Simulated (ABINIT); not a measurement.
Crystal: ZrS2.

```
Zr S
1.0
     3.69138    0.00000    0.00000
    -1.84569    3.19683    0.00000
     0.00000    0.00000    6.04108
Zr S
1 2
Direct
  0.00000 0.00000 0.00000
  0.33333 0.66667 0.23791
  0.66667 0.33333 0.76209
```

The cell is a database's computed one.

| Quantity | Value |
| --- | --- |
| Program | ABINIT 10.8.3 (patched build) |
| Task | relaxation of cell and atoms |
| Functional | LDA |
| Potentials or basis | JTH PAW LDA v2.0 |
| Cutoff | 544 eV |
| k mesh | 8 × 8 × 5 |
| Occupations | fermi-dirac, width 0.05 eV |
| Spin | no spin polarisation |

At the start: pressure -4.6 GPa; volume 23.76 Å³/atom.

Problem. Where does the relaxation end?

Solution. Over 10 steps the energy falls by 28.0 meV/atom and the volume is 21.21 Å³/atom (-10.8 %); space group P-3m1 (No. 164, to 0.05 Å).

The path:
```
step  energy change (eV)  largest force (eV/Å)  pressure (GPa)  volume (Å³)
   1              0.0000                0.3141           -4.57        71.29
   2             -0.0264                0.1255           -3.21        70.30
   3             -0.0602                0.2032            0.02        67.27
   4             -0.0667                0.0967            0.14        66.24
   5             -0.0702                0.0070           -0.04        65.61
   6             -0.0753                0.0565           -0.24        64.72
   7             -0.0779                0.1774            0.05        62.01
   8             -0.0811                0.0431           -0.30        64.21
   9             -0.0826                0.0076           -0.20        64.07
  10             -0.0839                0.0239           -0.02        63.62
```

Final structure:
```yaml
crystal:
  lattice:
    - [3.60025, 0.00000, 0.00000]
    - [-1.80012, 3.11791, 0.00000]
    - [0.00000, 0.00000, 5.66733]
  atoms:
    - { symbol: Zr, position: [0.00000, 0.00000, 0.00000] }
    - { symbol: S, position: [0.33333, 0.66667, 0.25528] }
    - { symbol: S, position: [0.66667, 0.33333, 0.74472] }
```
